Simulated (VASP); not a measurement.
# Te2Pt (Moncheite) (P-3m1) in VASP: notebook

Runs on Te2Pt (Moncheite). Level: PBE. Tasks: single point.

Program: VASP 6.6.1. These are calculated values, not measurements. Logs are shortened: lines on timing, memory, paths and dates and some standing lists are left out, and cuts for length are marked.

## (1) The structure

The structure is trigonal, space group P-3m1 (No. 164). The conventional cell has a = 4.010 Å, b = 4.010 Å, c = 5.201 Å, α = 90.00°, β = 90.00°, γ = 120.00°. Pt (site symmetry -3m) is surrounded by 6 Te at 2.66 Å. Te (site symmetry 3m) is surrounded by 3 Pt at 2.66 Å.

## (2) Single point, PBE

The input, INCAR:

```
ALGO = Fast
EDIFF = 1E-6
ENCUT = 500
GGA = PE
ISIF = 2
ISMEAR = 0
LASPH = T
LCHARG = F
LREAL = F
LWAVE = F
NBANDS = 18
NELM = 100
PREC = Accurate
SIGMA = 0.02
```

The input, KPOINTS:

```
k-points
0
Gamma
  4 4 3
```

The input, POSCAR:

```
Te2Pt
1.0
    4.0100000000      0.0000000000      0.0000000000
   -2.0050000000      3.4727618692      0.0000000000
    0.0000000000      0.0000000000      5.2010000000
Pt Te
1 2
Direct
    0.0000000000      0.0000000000      0.0000000000
    0.6666666667      0.3333333333      0.7500000000
    0.3333333333      0.6666666667      0.2500000000
```

Potentials or basis: VASP PAW PBE potentials, release 64 (Pt_GW, Te_GW).

Run with:

```console
$ cat potpaw_PBE.64/Pt_GW/POTCAR potpaw_PBE.64/Te_GW/POTCAR > POTCAR
$ mpirun -np 1 vasp_std > vasp.out
```

OUTCAR:

```text
EDIFF = 1E-6
   ENCUT = 500
   GGA = PE
   ISIF = 2
   ISMEAR = 0
   LASPH = T
   LREAL = F
   NELM = 100
   PREC = Accurate

 ion  position               nearest neighbor table
   1  0.000  0.000  0.000-   2 2.66   3 2.66   2 2.66   3 2.66   2 2.66   3 2.66
   2  0.667  0.333  0.750-   1 2.66   1 2.66   1 2.66   3 3.48   3 3.48   3 3.48   3 3.48   3 3.48
                             3 3.48
   3  0.333  0.667  0.250-   1 2.66   1 2.66   1 2.66   2 3.48   2 3.48   2 3.48   2 3.48   2 3.48
                             2 3.48

  LATTYP: Found a hexagonal cell.
 ALAT       =     4.0100000000
 C/A-ratio  =     1.2970074813

  Lattice vectors:

 A1 = (   4.0100000000,   0.0000000000,   0.0000000000)
 A2 = (  -2.0050000000,   3.4727618692,   0.0000000000)
 A3 = (   0.0000000000,   0.0000000000,   5.2010000000)

Analysis of symmetry for initial positions (statically):
=====================================================================
 Subroutine PRICEL returns:
 Original cell was already a primitive cell.

 Routine SETGRP: Setting up the symmetry group for a
 hexagonal supercell.

 Subroutine GETGRP returns: Found 12 space group operations
 (whereof 12 operations were pure point group operations)
 out of a pool of 24 trial point group operations.

The static configuration has the point symmetry D_3d.

Analysis of symmetry for dynamics (positions and initial velocities):
=====================================================================
 Subroutine PRICEL returns:
 Original cell was already a primitive cell.

 Routine SETGRP: Setting up the symmetry group for a
 hexagonal supercell.

 Subroutine GETGRP returns: Found 12 space group operations
 (whereof 12 operations were pure point group operations)
 out of a pool of 24 trial point group operations.

The dynamic configuration has the point symmetry D_3d.

 Subroutine INISYM returns: Found 12 space group operations
 (whereof 12 operations are pure point group operations),
 and found     1 'primitive' translations

----------------------------------------------------------------------------------------

                                     Primitive cell

  volume of cell :      72.4280

  direct lattice vectors                    reciprocal lattice vectors
[... 71 lines left out ...]
   ENCUT  =  500.0 eV  36.75 Ry    6.06 a.u.   7.31  7.31  9.48*2*pi/ulx,y,z
   NELM   =    100;   NELMIN=  2; NELMDL= -5     # of ELM steps
   EDIFF  = 0.1E-05   stopping-criterion for ELM
   LREAL  =      F    real-space projection
   EDIFFG = 0.1E-04   stopping-criterion for IOM
   NSW    =      0    number of steps for IOM
   IBRION =     -1    ionic relax: 0-MD 1-quasi-New 2-CG
   NFREE  =      0    steps in history (QN), initial steepest desc. (CG)
   ISIF   =      2    stress and relaxation
   ISYM   =      2    0-nonsym 1-usesym 2-fastsym
   POTIM  = 0.5000    time-step for ionic-motion
   TEBEG  =    0.0;   TEEND  =   0.0 temperature during run
   PSTRESS=    0.0 pullay stress
   NELECT =      22.0000    total number of electrons
   NUPDOWN=      -1.0000    fix difference up-down
   EMIN   =  10.00;   EMAX   =-10.00  energy-range for DOS
   EFERMI =   0.00;   METHOD = LEGACY
   ISMEAR =     0;   SIGMA  =   0.02  broadening in eV -4-tet -1-fermi 0-gaus
   EFERMI_NEDOS =   21; number of points for ismear=-14 and -15
   IALGO  =     68    algorithm
   IMIX   =      4    mixing-type and parameters
     AMIX     =   0.40;   BMIX     =  1.00
     AMIX_MAG =   1.60;   BMIX_MAG =  1.00
  volume/ion in A,a.u.               =      24.14       162.92
  Fermi-wavevector in a.u.,A,eV,Ry     =   1.100475  2.079597 16.477281  1.211046
  Thomas-Fermi vector in A             =   2.236887
   LORBIT       =      0    0 simple, 1 ext, 2 COOP (PROOUT), +10 PAW based schemes
   GGA     = PE    functional components
   LHFCALC =     F    Hartree Fock is set to
   AEXX    =    0.0000 exact exchange contribution
   IVDW    =     0    specifies the selected vdW correction
   LEPSILON=     F    determine dielectric tensor
   LRPA    =     F    only Hartree local field effects (RPA)
 non-spin polarized calculation
 RMM-DIIS sequential band-by-band and
 Gauss-broadening in eV      SIGMA  =   0.02
  energy-cutoff  :      500.00
  volume of cell :       72.43
 maximum number of plane-waves:      1855
 NGX is ok and might be reduce to    30
   NGX = 15   NGY = 15   NGZ = 19

 number of electron      22.0000001 magnetization

 Free energy of the ion-electron system (eV)
  ---------------------------------------------------
  ext. energy  EPLUGINS =         0.00000000
  ---------------------------------------------------
  free energy    TOTEN  =       -13.54567503 eV

  energy without entropy =      -13.54479167  energy(sigma->0) =      -13.54523335

 E-fermi :   9.0770     XC(G=0): -10.6418

 val. band max:        8.4590662797   @ k =   0.0000   0.2500   0.3333
 cond. band min:       9.0907057864   @ k =   0.2500   0.2500   0.0000
 fundamental gap:      0.6316395067
 Fermi energy:         9.0770243794

 k-point     1 :       0.0000    0.0000    0.0000
  band No.  band energies     occupation
      1      -5.3678      2.00000
      2      -1.8140      2.00000
      3       2.0199      2.00000
      4       2.8417      2.00000
      5       2.8417      2.00000
      6       4.9031      2.00000
[... 166 lines left out ...]
      5       3.4713      2.00000
      6       4.2283      2.00000
[... 10 lines left out ...]
     17      16.3338      0.00000
     18      16.7165      0.00000

------------------------ aborting loop because EDIFF is reached ----------------------------------------

  FORCE on cell =-STRESS in cart. coord.  units (eV):
  Direction    XX          YY          ZZ          XY          YZ          ZX
  --------------------------------------------------------------------------------------
  -------------------------------------------------------------------------------------
  Total        4.0787058      4.0787058      2.8966947      0.0000000     -0.0000000      0.0000000
  in kB       90.2249667     90.2249667     64.0777236      0.0000000     -0.0000000      0.0000000
  external PRESSURE =      81.5092190 kB  Pullay stress =       0.0000000 kB

 VOLUME and BASIS-vectors are now :
 -----------------------------------------------------------------------------
  energy-cutoff  :      500.00
  volume of cell :       72.43
      direct lattice vectors                 reciprocal lattice vectors
     4.010000000  0.000000000  0.000000000     0.249376559  0.143977623  0.000000000
    -2.005000000  3.472761869  0.000000000     0.000000000  0.287955246  0.000000000
     0.000000000  0.000000000  5.201000000     0.000000000  0.000000000  0.192270717

 POSITION                                       TOTAL-FORCE (eV/Angst)
 -----------------------------------------------------------------------------------
      0.00000      0.00000      0.00000         0.000000      0.000000      0.000000
      2.00500      1.15759      3.90075         0.000000     -0.000000     -0.772683
     -0.00000      2.31517      1.30025        -0.000000      0.000000      0.772683
 -----------------------------------------------------------------------------------
    total drift:                                0.000000      0.000000     -0.000000

  FREE ENERGIE OF THE ION-ELECTRON SYSTEM (eV)
  ---------------------------------------------------
  free  energy   TOTEN  =       -13.5456750285 eV

  energy  without entropy=      -13.5447916720  energy(sigma->0) =      -13.54523335
```

OSZICAR:

```text
N       E                     dE             d eps       ncg     rms          rms(c)
DAV:   1     0.117826089701E+03    0.11783E+03   -0.93221E+03   474   0.106E+03
DAV:   2    -0.656711476258E+01   -0.12439E+03   -0.11693E+03   512   0.257E+02
DAV:   3    -0.138172514164E+02   -0.72501E+01   -0.71653E+01   544   0.596E+01
DAV:   4    -0.139695855856E+02   -0.15233E+00   -0.15201E+00   514   0.881E+00
DAV:   5    -0.139745537470E+02   -0.49682E-02   -0.49665E-02   534   0.160E+00    0.949E+00
RMM:   6    -0.136575165359E+02    0.31704E+00   -0.13742E+00   462   0.903E+00    0.506E+00
RMM:   7    -0.135632394449E+02    0.94277E-01   -0.11540E-01   499   0.386E+00    0.258E+00
RMM:   8    -0.135457457231E+02    0.17494E-01   -0.59520E-02   575   0.161E+00    0.329E-01
RMM:   9    -0.135456146226E+02    0.13110E-03   -0.12947E-02   568   0.725E-01    0.155E-01
RMM:  10    -0.135457678570E+02   -0.15323E-03   -0.30017E-03   519   0.522E-01    0.103E-01
RMM:  11    -0.135456670622E+02    0.10079E-03   -0.92749E-04   580   0.256E-01    0.298E-02
RMM:  12    -0.135456760151E+02   -0.89530E-05   -0.24033E-04   602   0.128E-01    0.218E-02
RMM:  13    -0.135456741915E+02    0.18236E-05   -0.61928E-05   547   0.672E-02    0.323E-03
RMM:  14    -0.135456748818E+02   -0.69034E-06   -0.13036E-05   504   0.368E-02    0.222E-03
RMM:  15    -0.135456750285E+02   -0.14666E-06   -0.34221E-06   336   0.276E-02
   1 F= -.13545675E+02 E0= -.13545233E+02  d E =-.883356E-03
```

stdout:

```text
POSCAR found type information on POSCAR PtTe
 POSCAR found :  2 types and       3 ions
 scaLAPACK will be used
 LDA part: xc-table for (Slater+PW92), standard interpolation
 POSCAR, INCAR and KPOINTS ok, starting setup
 FFT: planning ... GRIDC
 FFT: planning ... GRID_SOFT
 FFT: planning ... GRID
 WAVECAR not read
 entering main loop
```

Wall time 11 s (1 thread of Intel Xeon 6975P-C (Granite Rapids), shared host); peak memory 0.19 GiB.

What came out:

```yaml
Free_energy: -13.5457 eV
Pressure: 8.2 GPa
Largest_force: 0.773 eV/Å
Band_gap_on_the_k_mesh: none (metal or under the smearing width)
```

Forces on the atoms (eV/Å):
```
Pt   0.000  0.000  0.000
Te   0.000  0.000 -0.773
Te   0.000  0.000  0.773
```

Stress tensor (GPa, compression positive):
```
9.02 0.00 0.00
0.00 9.02 0.00
0.00 0.00 6.41
```

Caveat: the k mesh is coarse (spacing up to 0.45 Å⁻¹), so the values aren't converged.

## (3) Single point, PBE

The input, INCAR:

```
PREC = Accurate
ENCUT = 500
EDIFF = 1E-6
ISMEAR = 0
SIGMA = 0.02
LREAL = False
LASPH = True
NELM = 60
ALGO = Normal
ISIF = 2
LWAVE = False
LCHARG = True
GGA = PE
LELF = True
LVHAR = True
```

The input, KPOINTS:

```
regular mesh
0
Gamma
  4 4 3
```

POSCAR is that of step 2.

Potentials or basis: VASP PAW PBE potentials, release 64 (Pt_GW, Te_GW).

Run with:

```console
$ cat potpaw_PBE.64/Pt_GW/POTCAR potpaw_PBE.64/Te_GW/POTCAR > POTCAR
$ mpirun -np 1 vasp_std > vasp.out
```

OUTCAR:

```text
PREC = Accurate
   ENCUT = 500
   EDIFF = 1E-6
   ISMEAR = 0
   LREAL = False
   LASPH = True
   NELM = 60
   ISIF = 2
   GGA = PE

 ion  position               nearest neighbor table
   1  0.000  0.000  0.000-   2 2.66   3 2.66   2 2.66   3 2.66   2 2.66   3 2.66
   2  0.667  0.333  0.750-   1 2.66   1 2.66   1 2.66   3 3.48   3 3.48   3 3.48   3 3.48   3 3.48
                             3 3.48
   3  0.333  0.667  0.250-   1 2.66   1 2.66   1 2.66   2 3.48   2 3.48   2 3.48   2 3.48   2 3.48
                             2 3.48

  LATTYP: Found a hexagonal cell.
[... 343 lines left out ...]
  Direction    XX          YY          ZZ          XY          YZ          ZX
  --------------------------------------------------------------------------------------
  -------------------------------------------------------------------------------------
  Total        4.0851449      4.0851449      2.9050612      0.0000000      0.0000000     -0.0000000
  in kB       90.3674055     90.3674055     64.2627994      0.0000000      0.0000000     -0.0000000
  external PRESSURE =      81.6658701 kB  Pullay stress =       0.0000000 kB

 VOLUME and BASIS-vectors are now :
 -----------------------------------------------------------------------------
  energy-cutoff  :      500.00
  volume of cell :       72.43
      direct lattice vectors                 reciprocal lattice vectors
     4.010000000  0.000000000  0.000000000     0.249376559  0.143977623  0.000000000
    -2.005000000  3.472761869  0.000000000     0.000000000  0.287955246  0.000000000
     0.000000000  0.000000000  5.201000000     0.000000000  0.000000000  0.192270717

 POSITION                                       TOTAL-FORCE (eV/Angst)
 -----------------------------------------------------------------------------------
      0.00000      0.00000      0.00000        -0.000000      0.000000      0.000000
      2.00500      1.15759      3.90075         0.000000     -0.000000     -0.772709
     -0.00000      2.31517      1.30025        -0.000000      0.000000      0.772709
 -----------------------------------------------------------------------------------
    total drift:                                0.000000      0.000000     -0.000000

  FREE ENERGIE OF THE ION-ELECTRON SYSTEM (eV)
  ---------------------------------------------------
  free  energy   TOTEN  =       -13.5456751444 eV

  energy  without entropy=      -13.5447917879  energy(sigma->0) =      -13.54523347
```

stdout:

```text
POSCAR found type information on POSCAR PtTe
 POSCAR found :  2 types and       3 ions
 scaLAPACK will be used
 LDA part: xc-table for (Slater+PW92), standard interpolation
 POSCAR, INCAR and KPOINTS ok, starting setup
 FFT: planning ... GRIDC
 FFT: planning ... GRID_SOFT
 FFT: planning ... GRID
 WAVECAR not read
 entering main loop
```

Wall time 16 s (1 thread of Intel Xeon Platinum 8488C (Sapphire Rapids), shared host); peak memory 0.18 GiB.

What came out:

* Free energy: -13.5457 eV
* Pressure: 8.2 GPa
* Largest force: 0.773 eV/Å
* Band gap on the k mesh: none (metal or under the smearing width)

Forces in eV/Å, atoms in the order of the input:
```
Pt   0.000  0.000  0.000
Te   0.000  0.000 -0.773
Te   0.000  0.000  0.773
```

Caveat: the k mesh is coarse (spacing up to 0.45 Å⁻¹), so the values aren't converged.

[end of part 1 of 2]
